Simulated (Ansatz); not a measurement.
## Ga: do energies and stresses tell the same story?

All numbers below come from DFT r2SCAN, scalar-relativistic, plane waves, PAW (Ansatz).

Settings: cutoff 500 eV, Γ-centred mesh 20×20×20 on the computed 1-atom cell, Gaussian smearing of 0.10 eV; no spin polarisation.

Relaxed cell: I4/mmm, a = 2.805 Å, b = 2.805 Å, c = 4.544 Å, α = 90.00°, β = 90.00°, γ = 90.00°, 1 atom in the primitive cell. This form isn't the element's structure at ambient conditions.

Energies at zero smearing and pressures from the stress tensor, at volumes with shape and atoms relaxed:
| V (Å³/atom) | E − E(first) (meV/atom) | P (GPa) |
| --- | --- | --- |
| 16.806 | 0.00 | 4.24 |
| 17.343 | -10.25 | 1.94 |
| 17.879 | -13.36 | 0.00 |
| 18.416 | -10.53 | -1.62 |
| 18.952 | -3.01 | -2.90 |

**Question.** Check P = −dE/dV between neighbouring volumes, and get the bulk modulus from the pressures alone.

**Answer.** With 1 eV/Å³ = 160.2 GPa:
```json
{"middle V (Å³/atom)": "17.075", "−ΔE/ΔV (GPa)": "3.061", "mean P (GPa)": "3.086"}
{"middle V (Å³/atom)": "17.611", "−ΔE/ΔV (GPa)": "0.929", "mean P (GPa)": "0.966"}
{"middle V (Å³/atom)": "18.147", "−ΔE/ΔV (GPa)": "-0.847", "mean P (GPa)": "-0.812"}
{"middle V (Å³/atom)": "18.684", "−ΔE/ΔV (GPa)": "-2.246", "mean P (GPa)": "-2.259"}
```

The two differ by 0.04 GPa at most. The mean of two end pressures misses the average over a step by about ΔV² P″/12, up to 0.03 GPa here; with that taken off 0.04 GPa remains, from the smearing term (the stress is the derivative of the free energy), the finite cutoff, the mesh or the relaxation's tolerance. Around V = 17.879 Å³/atom, the two neighbours give B = −V ΔP/ΔV = 17.879 × 3.56 / 1.073 = 59.3 GPa, against B0 = 58.2 GPa from the Birch–Murnaghan fit of the energies.